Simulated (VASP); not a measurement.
# HfB2 (P6/mmm) in VASP: notebook

The runs below take HfB2 through single point, relaxation of cell and atoms, relaxation of the atoms, with PBE, PW91+D3(BJ), revPBE+D3(BJ)+U.

All numbers are computed with VASP 6.6.1; they aren't measurements. Logs are shortened: lines on timing, memory, paths and dates and some standing lists are left out, and cuts for length are marked.

## 1. The structure

The structure is hexagonal, space group P6/mmm (No. 191). The conventional cell has a = 3.140 Å, b = 3.140 Å, c = 3.480 Å, α = 90.00°, β = 90.00°, γ = 120.00°. Hf (site symmetry 6/mmm) has 12 B at 2.51 Å as nearest neighbours. B (site symmetry -6m2) has 3 B at 1.81 Å as nearest neighbours.

## 2. Single point, PBE

File INCAR:

```
SYSTEM = HfB2
PREC = Accurate
ENCUT = 500
EDIFF = 1E-7
ISMEAR = 0
SIGMA = 0.05
LREAL = .FALSE.
LASPH = .TRUE.
NELM = 60
ALGO = Normal
ISIF = 2
LWAVE = .FALSE.
LCHARG = .FALSE.
GGA = PE
```

File KPOINTS:

```
Automatic mesh
0
G
  10 10 8
  0 0 0
```

File POSCAR:

```
HfB2
1.0
    3.1400000000      0.0000000000      0.0000000000
   -1.5700000000      2.7193197679      0.0000000000
    0.0000000000      0.0000000000      3.4800000000
Hf B
1 2
Cartesian
    0.0000000000      0.0000000000      0.0000000000
    1.5700000002      0.9064399225      1.7400000000
   -0.0000000002      1.8128798454      1.7400000000
```

Potentials or basis: VASP PAW PBE potentials, release 64 (Hf, B).

On the command line:

```
> cat potpaw_PBE.64/Hf/POTCAR potpaw_PBE.64/B/POTCAR > POTCAR
> mpirun -np 1 vasp_std > vasp.out
```

OUTCAR:

```text
SYSTEM = HfB2
   PREC = Accurate
   ENCUT = 500
   EDIFF = 1E-7
   ISMEAR = 0
   LREAL = .FALSE.
   LASPH = .TRUE.
   NELM = 60
   ISIF = 2
   GGA = PE

 ion  position               nearest neighbor table
   1  0.000  0.000  0.000-   2 2.51   3 2.51   2 2.51   3 2.51   2 2.51   2 2.51   3 2.51   3 2.51
                             2 2.51   2 2.51   3 2.51   3 2.51
   2  0.667  0.333  0.500-   3 1.81   3 1.81   3 1.81   1 2.51   1 2.51   1 2.51   1 2.51   1 2.51
                             1 2.51
   3  0.333  0.667  0.500-   2 1.81   2 1.81   2 1.81   1 2.51   1 2.51   1 2.51   1 2.51   1 2.51
                             1 2.51

  LATTYP: Found a hexagonal cell.
 ALAT       =     3.1400000000
 C/A-ratio  =     1.1082802548

  Lattice vectors:

 A1 = (   3.1400000000,   0.0000000000,   0.0000000000)
 A2 = (  -1.5700000000,   2.7193197679,   0.0000000000)
 A3 = (   0.0000000000,   0.0000000000,   3.4800000000)

Analysis of symmetry for initial positions (statically):
=====================================================================
 Subroutine PRICEL returns:
 Original cell was already a primitive cell.

 Routine SETGRP: Setting up the symmetry group for a
 hexagonal supercell.

 Subroutine GETGRP returns: Found 24 space group operations
 (whereof 24 operations were pure point group operations)
 out of a pool of 24 trial point group operations.

The static configuration has the point symmetry D_6h.

Analysis of symmetry for dynamics (positions and initial velocities):
=====================================================================
 Subroutine PRICEL returns:
 Original cell was already a primitive cell.

 Routine SETGRP: Setting up the symmetry group for a
 hexagonal supercell.

 Subroutine GETGRP returns: Found 24 space group operations
 (whereof 24 operations were pure point group operations)
 out of a pool of 24 trial point group operations.

The dynamic configuration has the point symmetry D_6h.

 Subroutine INISYM returns: Found 24 space group operations
 (whereof 24 operations are pure point group operations),
 and found     1 'primitive' translations

----------------------------------------------------------------------------------------

                                     Primitive cell

  volume of cell :      29.7146

  direct lattice vectors                    reciprocal lattice vectors
     3.140000000  0.000000000  0.000000000     0.318471338  0.183869512  0.000000000
    -1.570000000  2.719319768  0.000000000     0.000000000  0.367739025  0.000000000
     0.000000000  0.000000000  3.480000000     0.000000000  0.000000000  0.287356322

  length of vectors
     3.140000000  3.140000000  3.480000000     0.367739025  0.367739025  0.287356322

  position of ions in fractional coordinates (direct lattice)
     0.000000000  0.000000000  0.000000000
     0.666666667  0.333333333  0.500000000
     0.333333333  0.666666667  0.500000000

  ion indices of the primitive-cell ions
   primitive index   ion index
                 1           1
                 2           2
                 3           3

----------------------------------------------------------------------------------------

 KPOINTS: Automatic mesh

Automatic generation of k-mesh.
 Grid dimensions read from file:
 generate k-points for:   10   10    8

 Generating k-lattice:

  Cartesian coordinates                     Fractional coordinates (reciprocal lattice)
     0.031847134  0.018386951  0.000000000     0.100000000  0.000000000  0.000000000
     0.000000000  0.036773902  0.000000000     0.000000000  0.100000000  0.000000000
     0.000000000  0.000000000  0.035919540     0.000000000  0.000000000  0.125000000

  Length of vectors
     0.036773902  0.036773902  0.035919540

  Shift w.r.t. Gamma in fractional coordinates (k-lattice)
     0.000000000  0.000000000  0.000000000

 Subroutine IBZKPT returns following result:
 ===========================================

 Found     70 irreducible k-points:

 Following reciprocal coordinates:
            Coordinates               Weight
  0.000000  0.000000  0.000000      1.000000
  0.100000  0.000000  0.000000      6.000000
  0.200000  0.000000  0.000000      6.000000
  0.300000  0.000000  0.000000      6.000000
  0.400000  0.000000  0.000000      6.000000
  0.500000  0.000000  0.000000      3.000000
[... 16 lines left out ...]
  0.300000  0.100000  0.125000     24.000000
  0.400000  0.100000  0.125000     24.000000
 [... further k-points ...]
   k-points           NKPTS =     70   k-points in BZ     NKDIM =     70   number of bands    NBANDS=      9
   number of dos      NEDOS =    301   number of ions     NIONS =      3
   total plane-waves  NPLWV =  16128
   dimension x,y,z NGX =    24 NGY =   24 NGZ =   28
   dimension x,y,z NGXF=    48 NGYF=   48 NGZF=   56
   ions per type =               1   2
   NGX,Y,Z   is equivalent  to a cutoff of  12.71, 12.71, 13.38 a.u.
   NGXF,Y,Z  is equivalent  to a cutoff of  25.41, 25.41, 26.75 a.u.
 SYSTEM =  HfB2
   PREC   = accura    normal or accurate (medium, high low for compatibility)
   ISTART =      0    job   : 0-new  1-cont  2-samecut
   ICHARG =      2    charge: 1-file 2-atom 10-const
   ISPIN  =      1    spin polarized calculation?
   LNONCOLLINEAR =      F non collinear calculations
   LSORBIT =      F    spin-orbit coupling
   LASPH  =      T    aspherical Exc in radial PAW
   ENCUT  =  500.0 eV  36.75 Ry    6.06 a.u.   5.72  5.72  6.34*2*pi/ulx,y,z
   NELM   =     60;   NELMIN=  2; NELMDL= -5     # of ELM steps
   EDIFF  = 0.1E-06   stopping-criterion for ELM
   LREAL  =      F    real-space projection
   EDIFFG = 0.1E-05   stopping-criterion for IOM
   NSW    =      0    number of steps for IOM
   IBRION =     -1    ionic relax: 0-MD 1-quasi-New 2-CG
   NFREE  =      0    steps in history (QN), initial steepest desc. (CG)
   ISIF   =      2    stress and relaxation
   ISYM   =      2    0-nonsym 1-usesym 2-fastsym
   POTIM  = 0.5000    time-step for ionic-motion
   TEBEG  =    0.0;   TEEND  =   0.0 temperature during run
   PSTRESS=    0.0 pullay stress
   NELECT =      10.0000    total number of electrons
   NUPDOWN=      -1.0000    fix difference up-down
   EMIN   =  10.00;   EMAX   =-10.00  energy-range for DOS
   EFERMI =   0.00;   METHOD = LEGACY
   ISMEAR =     0;   SIGMA  =   0.05  broadening in eV -4-tet -1-fermi 0-gaus
   EFERMI_NEDOS =   21; number of points for ismear=-14 and -15
   IALGO  =     38    algorithm
   IMIX   =      4    mixing-type and parameters
     AMIX     =   0.40;   BMIX     =  1.00
     AMIX_MAG =   1.60;   BMIX_MAG =  1.00
  volume/ion in A,a.u.               =       9.90        66.84
  Fermi-wavevector in a.u.,A,eV,Ry     =   1.138724  2.151876 17.642568  1.296692
  Thomas-Fermi vector in A             =   2.275428
   LORBIT       =      0    0 simple, 1 ext, 2 COOP (PROOUT), +10 PAW based schemes
   GGA     = PE    functional components
   LHFCALC =     F    Hartree Fock is set to
   AEXX    =    0.0000 exact exchange contribution
   IVDW    =     0    specifies the selected vdW correction
   LEPSILON=     F    determine dielectric tensor
   LRPA    =     F    only Hartree local field effects (RPA)
 non-spin polarized calculation
 Gauss-broadening in eV      SIGMA  =   0.05
  energy-cutoff  :      500.00
  volume of cell :       29.71
 maximum number of plane-waves:       770
 NGX is ok and might be reduce to    24
   NGX = 11   NGY = 11   NGZ = 13

 number of electron      10.0000000 magnetization

 Free energy of the ion-electron system (eV)
  ---------------------------------------------------
  ext. energy  EPLUGINS =         0.00000000
  ---------------------------------------------------
  free energy    TOTEN  =       -26.47171067 eV

  energy without entropy =      -26.47087157  energy(sigma->0) =      -26.47129112

 E-fermi :   7.7986     XC(G=0): -12.3926

 val. band max:        7.7794914808   @ k =   0.2000   0.2000   0.1250
 cond. band min:       8.0803455731   @ k =   0.1000   0.1000   0.2500
 fundamental gap:      0.3008540924
 Fermi energy:         7.7986026095

 k-point     1 :       0.0000    0.0000    0.0000
  band No.  band energies     occupation
      1      -5.8024      2.00000
      2       4.9411      2.00000
      3       5.0519      2.00000
      4       5.0519      2.00000
      5       5.1411      2.00000
      6      11.9780      0.00000
      7      11.9780      0.00000
      8      12.6070      0.00000
      9      12.6070      0.00000

 k-point     2 :       0.1000    0.0000    0.0000
  band No.  band energies     occupation
      1      -5.5968      2.00000
      2       4.4525      2.00000
      3       4.9615      2.00000
      4       5.0358      2.00000
      5       5.1530      2.00000
      6      11.2408      0.00000
      7      11.8207      0.00000
      8      11.8288      0.00000
      9      12.2245      0.00000

 k-point     3 :       0.2000    0.0000    0.0000
  band No.  band energies     occupation
      1      -5.0039      2.00000
      2       3.1171      2.00000
      3       4.5633      2.00000
      4       4.9441      2.00000
      5       5.5829      2.00000
      6      10.1228      0.00000
      7      11.4690      0.00000
      8      11.6660      0.00000
      9      12.1287      0.00000
[... 229 lines left out ...]
 k-point    23 :       0.3000    0.1000    0.1250
  band No.  band energies     occupation
      1      -3.2680      2.00000
      2       0.7972      2.00000
      3       3.4715      2.00000
      4       4.1602      2.00000
      5       6.1670      2.00000
      6       9.0134      0.00000
      7      11.2752      0.00000
      8      12.2340      0.00000
      9      13.5191      0.00000

 k-point    24 :       0.4000    0.1000    0.1250
  band No.  band energies     occupation
      1      -2.0555      2.00000
      2      -0.6801      2.00000
      3       3.2900      2.00000
      4       4.1728      2.00000
      5       5.7249      2.00000
      6       9.0947      0.00000
      7      12.0793      0.00000
      8      12.1525      0.00000
      9      14.2239      0.00000

 [... further k-points ...]

------------------------ aborting loop because EDIFF is reached ----------------------------------------

  FORCE on cell =-STRESS in cart. coord.  units (eV):
  Direction    XX          YY          ZZ          XY          YZ          ZX
  --------------------------------------------------------------------------------------
  -------------------------------------------------------------------------------------
  Total        0.1256718      0.1256718      0.3645477     -0.0000000      0.0000000      0.0000000
  in kB        6.7760924      6.7760924     19.6560275     -0.0000000      0.0000000      0.0000000
  external PRESSURE =      11.0694041 kB  Pullay stress =       0.0000000 kB

 VOLUME and BASIS-vectors are now :
 -----------------------------------------------------------------------------
  energy-cutoff  :      500.00
  volume of cell :       29.71
      direct lattice vectors                 reciprocal lattice vectors
     3.140000000  0.000000000  0.000000000     0.318471338  0.183869512  0.000000000
    -1.570000000  2.719319768  0.000000000     0.000000000  0.367739025  0.000000000
     0.000000000  0.000000000  3.480000000     0.000000000  0.000000000  0.287356322

 POSITION                                       TOTAL-FORCE (eV/Angst)
 -----------------------------------------------------------------------------------
      0.00000      0.00000      0.00000        -0.000000      0.000000     -0.000000
      1.57000      0.90644      1.74000        -0.000000      0.000000      0.000000
     -0.00000      1.81288      1.74000         0.000000      0.000000     -0.000000
 -----------------------------------------------------------------------------------
    total drift:                                0.000000      0.000000      0.000000

  FREE ENERGIE OF THE ION-ELECTRON SYSTEM (eV)
  ---------------------------------------------------
  free  energy   TOTEN  =       -26.4717106684 eV

  energy  without entropy=      -26.4708715698  energy(sigma->0) =      -26.47129112
```

Wall time 18 s (1 thread of AMD EPYC 7R43 (Zen 3), shared host); peak memory 0.11 GiB.

Results:

| Property | Result |
| --- | --- |
| Free energy | -26.4717 eV |
| Pressure | 1.1 GPa |
| Band gap on the k mesh | none (metal or under the smearing width) |

Spin-orbit coupling is left out, which matters for the levels of Hf.

## 3. Single point, PBE

File run.py:

```python
from ase.calculators.vasp import Vasp
from ase.dft.bandgap import bandgap
from ase.io import read

atoms = read('HfB2.cif')
calc = Vasp(
    directory='calc',
    xc='pbe',
    pp='PBE',
    setups='minimal',
    prec='Accurate',
    encut=500,
    ediff=1e-06,
    ismear=0,
    sigma=0.05,
    lreal=False,
    lasph=True,
    nelm=60,
    algo='Fast',
    isif=2,
    lwave=False,
    lcharg=False,
    kpts=[10, 10, 8],
    gamma=True,
    nbands=12,
)
atoms.calc = calc

print('energy (eV):', atoms.get_potential_energy())
print('free energy (eV):', atoms.get_potential_energy(force_consistent=True))
print('forces (eV/A):')
print(atoms.get_forces())
print('stress (eV/A^3, Voigt):', atoms.get_stress())
print('Fermi level (eV):', calc.get_fermi_level())
gap, top, bottom = bandgap(calc)
print('band gap (eV):', gap, 'from (spin, k, band)', top, 'to', bottom)
```

File HfB2.cif:

```cif
data_HfB2
_cell_length_a 3.14000000
_cell_length_b 3.14000000
_cell_length_c 3.48000000
_cell_angle_alpha 90.00000000
_cell_angle_beta 90.00000000
_cell_angle_gamma 120.00000000
_space_group_name_H-M_alt 'P1'
_space_group_name_Hall 'P 1'
_space_group_IT_number 1
loop_
_space_group_symop_operation_xyz
'x,y,z'
loop_
_atom_site_label
_atom_site_type_symbol
_atom_site_symmetry_multiplicity
_atom_site_Wyckoff_symbol
_atom_site_fract_x
_atom_site_fract_y
_atom_site_fract_z
_atom_site_occupancy
Hf1 Hf 1 a 0.0000000000 0.0000000000 0.0000000000 1
B1 B 1 a 0.6666666667 0.3333333333 0.5000000000 1
B2 B 1 a 0.3333333333 0.6666666667 0.5000000000 1
```

Potentials or basis: VASP PAW PBE potentials, release 64 (Hf, B).

On the command line:

```
> python run.py
```

Wall time 28 s (1 thread of AMD EPYC 7R43 (Zen 3), shared host); peak memory 0.11 GiB.

Results (log left out):

```yaml
Free_energy: -26.4717 eV
Pressure: 1.1 GPa
Band_gap_on_the_k_mesh: none (metal or under the smearing width)
```

Stress tensor (GPa, compression positive):
```
0.68 0.00 0.00
0.00 0.68 0.00
0.00 0.00 1.97
```

Levels at points of the mesh, in eV from the Fermi level:
```
           k point  band 2  band 3  band 4  band 5  band 6  band 7  band 8  band 9
(0.00, 0.00, 0.00)   -2.86   -2.75   -2.75   -2.66    4.18    4.18    4.81    4.81
(0.50, 0.00, 0.00)   -9.00   -3.98   -3.30   -2.72    2.25    2.88    5.73    5.87
(0.00, 0.00, 0.50)   -8.22   -1.04   -1.04    0.47    0.47    1.15    1.15    2.38
(0.50, 0.00, 0.50)   -7.42   -4.81   -4.56   -2.57    4.14    4.31    6.40    7.35
```

The run has no spin-orbit coupling, so splittings on Hf are missing.

## 4. Relaxation of cell and atoms, PW91+D3(BJ)

File run.py:

```python
from ase.calculators.vasp import Vasp
from ase.io import read

atoms = read('POSCAR')
calc = Vasp(
    directory='calc',
    pp='PBE',
    setups={'base': 'minimal', 'Hf': '_pv', 'B': '_s'},
    prec='Accurate',
    encut=480,
    ediff=1e-06,
    ismear=-1,
    sigma=0.05,
    lreal=False,
    lasph=True,
    nelm=80,
    algo='Fast',
    isif=3,
    lwave=False,
    lcharg=False,
    gga='91',
    ivdw=12,
    vdw_s6=1.0,
    vdw_s8=1.9598,
    vdw_a1=0.6319,
    vdw_a2=4.5718,
    ibrion=2,
    nsw=40,
    ediffg=0.001,
    kpts=[10, 10, 8],
    gamma=True,
)
atoms.calc = calc

print('energy (eV):', atoms.get_potential_energy())
print('free energy (eV):', atoms.get_potential_energy(force_consistent=True))
print('forces (eV/A):')
print(atoms.get_forces())
print('stress (eV/A^3, Voigt):', atoms.get_stress())
print('Fermi level (eV):', calc.get_fermi_level())
print('cell (A, degrees):', atoms.cell.cellpar())
print('volume (A^3):', atoms.get_volume())
print('scaled positions:')
print(atoms.get_scaled_positions())
```

File POSCAR:

```
HfB2
1.0
    3.1400000000      0.0000000000      0.0000000000
   -1.5700000000      2.7193197679      0.0000000000
    0.0000000000      0.0000000000      3.4800000000
Hf B
1 2
Direct
    0.0000000000      0.0000000000      0.0000000000
    0.6666666667      0.3333333333      0.5000000000
    0.3333333333      0.6666666667      0.5000000000
```

Potentials or basis: VASP PAW PBE potentials, release 64 (Hf_pv, B_s).

On the command line:

```
> python run.py
```

Run time: 49 s. Hardware: 1 thread of Intel Xeon Platinum 8488C (Sapphire Rapids), shared host; peak memory 0.17 GiB.

The run converged. Its results:

```yaml
Free_energy: -26.9928 eV
Relaxed_volume: 9.82 Å³/atom
Relaxed_cell: a = 3.129 Å, b = 3.129 Å, c = 3.474 Å, α = 90.00°, β = 90.00°, γ = 120.00°
Space_group_after_relaxing_to_0.05_Å: P6/mmm (No. 191)
Energy_gained_by_relaxing: 0.6 meV/atom
Ionic_steps: 3
Pressure_after_relaxing: 0.0 GPa
Band_gap_on_the_k_mesh: none (metal or under the smearing width)
Dispersion_energy_per_atom: -0.243 eV
```

Stress tensor (GPa, compression positive):
```
-0.10  0.00  0.00
 0.00 -0.10  0.00
 0.00  0.00  0.32
```

Step by step:
```csv
step,energy change (eV),largest force (eV/Å),pressure (GPa),volume (Å³)
1,0.0000,0.0000,-2.15,29.71
2,0.0012,0.0000,3.09,29.15
3,-0.0018,0.0000,0.04,29.46
```

Final structure:
```
Hf B
1.0
     3.12929    0.00000    0.00000
    -1.56465    2.71005    0.00000
     0.00000    0.00000    3.47380
Hf B
1 2
Direct
  0.00000 0.00000 0.00000
  0.66667 0.33333 0.50000
  0.33333 0.66667 0.50000
```

Levels at points of the mesh, in eV from the Fermi level:
| k point | band 5 | band 6 | band 7 | band 8 | band 9 | band 10 | band 11 | band 12 |
| --- | --- | --- | --- | --- | --- | --- | --- | --- |
| (0.00, 0.00, 0.00) | -2.90 | -2.81 | -2.81 | -2.66 | 4.21 | 4.30 | 4.93 | 5.19 |
| (0.50, 0.00, 0.00) | -8.93 | -4.07 | -3.33 | -2.77 | 2.24 | 2.84 | 5.73 | 6.02 |
| (0.00, 0.00, 0.50) | -8.25 | -1.09 | -1.09 | 0.45 | 0.45 | 1.10 | 1.10 | 2.31 |
| (0.50, 0.00, 0.50) | -7.39 | -4.89 | -4.62 | -2.50 | 4.21 | 4.28 | 6.49 | 7.43 |

Caveat: the PAW data sets were made with another functional, which shifts forces and pressure a little; pairwise dispersion overbinds metals, which lowers pressure and volume. Spin-orbit coupling is left out, which matters for the levels of Hf.

(Part 1 of 2 ends here.)
